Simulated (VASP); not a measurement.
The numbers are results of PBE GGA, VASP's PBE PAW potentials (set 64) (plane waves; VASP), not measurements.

VASP input:

**INCAR**
```
ALGO = Normal
EDIFF = 1E-6
ENCUT = 300
GGA = PE
ISIF = 2
ISMEAR = 0
LASPH = .TRUE.
LCHARG = .FALSE.
LMAXMIX = 4
LREAL = .FALSE.
LWAVE = .FALSE.
NELM = 100
PREC = Accurate
SIGMA = 0.02
SYSTEM = CuInS2
```

**KPOINTS**
```
Automatic mesh
0
Gamma
 3 3 4
0.5 0.5 0.5
```

POSCAR:
```
CuInS2
1
   -2.7600000000     2.7600000000     5.5650000000
    2.7600000000    -2.7600000000     5.5650000000
    2.7600000000     2.7600000000    -5.5650000000
In Cu S
2 2 4
Direct
  0.4980880000   0.5016170000  -0.0015970000
  0.2514800000   0.7488260000   0.5004740000
  0.0031080000   0.0039570000   0.0038410000
  0.7497800000   0.2417450000   0.4955460000
  0.8817420000   0.8975950000   0.5290190000
  0.1022630000   0.6293500000   0.9852630000
  0.3694780000   0.3542700000   0.4720370000
  0.6440620000   0.1226400000   0.0154160000
```

POTCAR, in this order: In_d Cu S (PBE.64 set). Program: vasp_std.

Output

### OUTCAR
```
 ion  position               nearest neighbor table
   1  0.498  0.502  0.998-   8 2.48   7 2.48   6 2.49   5 2.49   2 3.90   2 3.92   2 3.93   2 3.93
  LATTYP: Found a body centered tetragonal cell.
 ALAT       =     5.5200000000
 C/A-ratio  =     2.0163043478
 Subroutine PRICEL returns:
 Original cell was already a primitive cell.
 Subroutine GETGRP returns: Found  1 space group operations
The static configuration has the point symmetry C_1 .
The dynamic configuration has the point symmetry C_1 .
 Subroutine INISYM returns: Found  1 space group operations
 Subroutine IBZKPT returns following result:
 Found     18 irreducible k-points:

 Following reciprocal coordinates:
            Coordinates               Weight
  0.166667  0.166667  0.125000      2.000000
  0.500000  0.166667  0.125000      2.000000
 -0.166667  0.166667  0.125000      2.000000
  0.166667  0.500000  0.125000      2.000000
  0.500000  0.500000  0.125000      2.000000
 -0.166667  0.500000  0.125000      2.000000
  0.166667 -0.166667  0.125000      2.000000
  0.500000 -0.166667  0.125000      2.000000
 -0.166667 -0.166667  0.125000      2.000000
...
```

**OSZICAR**
```
       N       E                     dE             d eps       ncg     rms          rms(c)
DAV:   1     0.622007235451E+03    0.62201E+03   -0.23321E+04  1548   0.137E+03
DAV:   2     0.579758120840E+02   -0.56403E+03   -0.55033E+03  1563   0.392E+02
DAV:   3    -0.299533820729E+02   -0.87929E+02   -0.86527E+02  2060   0.180E+02
DAV:   4    -0.351724409519E+02   -0.52191E+01   -0.51776E+01  2368   0.467E+01
DAV:   5    -0.353062718133E+02   -0.13383E+00   -0.13362E+00  2408   0.781E+00    0.173E+01
DAV:   6    -0.345826747628E+02    0.72360E+00   -0.36839E+01  2184   0.868E+01    0.115E+01
DAV:   7    -0.327035566314E+02    0.18791E+01   -0.10416E+01  2128   0.759E+01    0.722E+00
DAV:   8    -0.329962611457E+02   -0.29270E+00   -0.36653E+00  2400   0.158E+01    0.404E+00
DAV:   9    -0.328682528369E+02    0.12801E+00   -0.13253E+00  2176   0.181E+01    0.114E+00
DAV:  10    -0.328702590890E+02   -0.20063E-02   -0.17040E-01  2016   0.839E+00    0.567E-01
DAV:  11    -0.328683574546E+02    0.19016E-02   -0.24944E-02  2328   0.366E+00    0.351E-01
DAV:  12    -0.328677583580E+02    0.59910E-03   -0.11674E-02  2208   0.185E+00    0.122E-01
DAV:  13    -0.328678622539E+02   -0.10390E-03   -0.16449E-03  2224   0.347E-01    0.694E-02
DAV:  14    -0.328678682073E+02   -0.59534E-05   -0.93038E-05  2376   0.134E-01    0.453E-02
DAV:  15    -0.328678809875E+02   -0.12780E-04   -0.51267E-05  2048   0.100E-01    0.172E-02
DAV:  16    -0.328678809934E+02   -0.59099E-08   -0.15265E-05  2208   0.521E-02    0.121E-02
DAV:  17    -0.328678809261E+02    0.67311E-07   -0.13799E-06  1064   0.100E-02
   1 F= -.32867881E+02 E0= -.32867881E+02  d E =-.795339E-16
```

**OUTCAR**
```
------------------------ aborting loop because EDIFF is reached ----------------------------------------
  FORCE on cell =-STRESS in cart. coord.  units (eV):
  Direction    XX          YY          ZZ          XY          YZ          ZX
  --------------------------------------------------------------------------------------
  Total        2.1944456      2.2478571      1.9721783      0.0234511     -0.3218416      0.1338457
  in kB       20.7344292     21.2390922     18.6343146      0.2215800     -3.0409513      1.2646543
  external PRESSURE =      20.2026120 kB  Pullay stress =       0.0000000 kB
  volume of cell :      169.57
      direct lattice vectors                 reciprocal lattice vectors
    -2.760000000  2.760000000  5.565000000     0.000000000  0.181159420  0.089847260
     2.760000000 -2.760000000  5.565000000     0.181159420  0.000000000  0.089847260
     2.760000000  2.760000000 -5.565000000     0.181159420  0.181159420  0.000000000
 POSITION                                       TOTAL-FORCE (eV/Angst)
 -----------------------------------------------------------------------------------
      2.76533      2.74585      0.00725         0.072178      0.001862      0.002267
      2.75398      0.00863      2.78157         0.148407     -0.044480      0.032320
      0.01294      0.00826      0.01794        -0.032419     -0.023783     -0.114747
     -0.03447      2.76988      2.76012         0.073117     -0.039111      0.084896
      1.50385      1.41634      6.95802         0.363450     -0.279297     -0.132119
      4.17409      1.26457     -1.41156        -0.330677     -0.598159      0.217044
      1.26085      1.34480      1.40077        -0.511887      0.410127     -0.134313
     -1.39658      1.48167      4.18091         0.217830      0.572841      0.044653
 -----------------------------------------------------------------------------------
    total drift:                               -0.001378     -0.001052     -0.000852
  FREE ENERGIE OF THE ION-ELECTRON SYSTEM (eV)
  ---------------------------------------------------
  free  energy   TOTEN  =       -32.8678809261 eV

  energy  without entropy=      -32.8678809261  energy(sigma->0) =      -32.86788093
```
(Selected blocks of OUTCAR.)

At this cut-off the stress carries a Pulay error, which pulls relaxed volumes low.

The structure is a typed CuInS2 crystal. The cell was not relaxed at this level, atoms are displaced from their ideal sites. The k-mesh is coarse (spacing up to 0.42 per Å, 2π included), so the numbers may not be converged in it.
